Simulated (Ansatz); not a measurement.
ZrO$_{2}$: pressure and gap against volume

A database entry relaxed whole under r2SCAN (Fm-3m):

```
CELL_PARAMETERS angstrom
0.00000 2.54459 2.54459
2.54459 0.00000 2.54459
2.54459 2.54459 0.00000
ATOMIC_POSITIONS crystal
Zr 0.00000 0.00000 0.00000
O 0.25000 0.25000 0.25000
O 0.75000 0.75000 0.75000
```

The cell was scaled uniformly, its shape held, and the atoms relaxed at each volume with plane-wave PAW DFT (Ansatz 0.2.0; r2SCAN, 500 eV, 10×10×10 Γ-centred mesh, fermi-dirac occupations of width 0.020 eV; no spin, no spin-orbit coupling). One row is withheld.

```json
{"volume (Å³/atom)": "10.325", "energy over the lowest (meV/atom)": "35.2", "pressure (GPa)": "18.04", "gap over mesh and path (eV)": "4.074"}
{"volume (Å³/atom)": "10.545", "energy over the lowest (meV/atom)": "15.1", "pressure (GPa)": "11.39", "gap over mesh and path (eV)": "4.010"}
{"volume (Å³/atom)": "10.764", "energy over the lowest (meV/atom)": "?", "pressure (GPa)": "?", "gap over mesh and path (eV)": "?"}
{"volume (Å³/atom)": "10.984", "energy over the lowest (meV/atom)": "0.0", "pressure (GPa)": "-0.01", "gap over mesh and path (eV)": "3.885"}
{"volume (Å³/atom)": "11.204", "energy over the lowest (meV/atom)": "3.4", "pressure (GPa)": "-4.89", "gap over mesh and path (eV)": "3.823"}
{"volume (Å³/atom)": "11.423", "energy over the lowest (meV/atom)": "13.2", "pressure (GPa)": "-9.29", "gap over mesh and path (eV)": "3.761"}
{"volume (Å³/atom)": "11.643", "energy over the lowest (meV/atom)": "28.7", "pressure (GPa)": "-13.26", "gap over mesh and path (eV)": "3.700"}
```

Fit the pressures of the other rows to the third-order Birch-Murnaghan form.

With f = [(V₀/V)^(2/3) − 1]/2 and P = 3B₀f(1 + 2f)^(5/2)[1 + 3(B₀′ − 4)f/2], least squares gives V₀ = 10.98 Å³ an atom, B₀ = 257 GPa and B₀′ = 4.2; the rows miss the fit by less than 0.01 GPa. The slope of the energies differs from these pressures by less than 0.05 GPa.

How does the gap move with volume?

A parabola in ln(V/V₀) through the other rows has the slope dE_g/d ln V = -3.1 eV at V₀, so by B₀ the gap moves by +12 meV a GPa: it widens under pressure.

What does the withheld row hold?

The fit gives 5.39 GPa at 10.764 Å³; the run gave 5.39 GPa and 3.6 meV an atom. Its gap is 3.948 eV, against 3.947 eV from the parabola.

Caveats: the shape of the cell was held; 0 K, fixed nuclei; the symmetry was kept, and this need not be the phase that is stable at 0 K; one mesh for all volumes; r2SCAN gaps lie as a rule under measured ones; the slope of the gap can be off by tens of per cent, more where shallow d levels or spin-orbit coupling act on the edges; pressure is positive in compression.
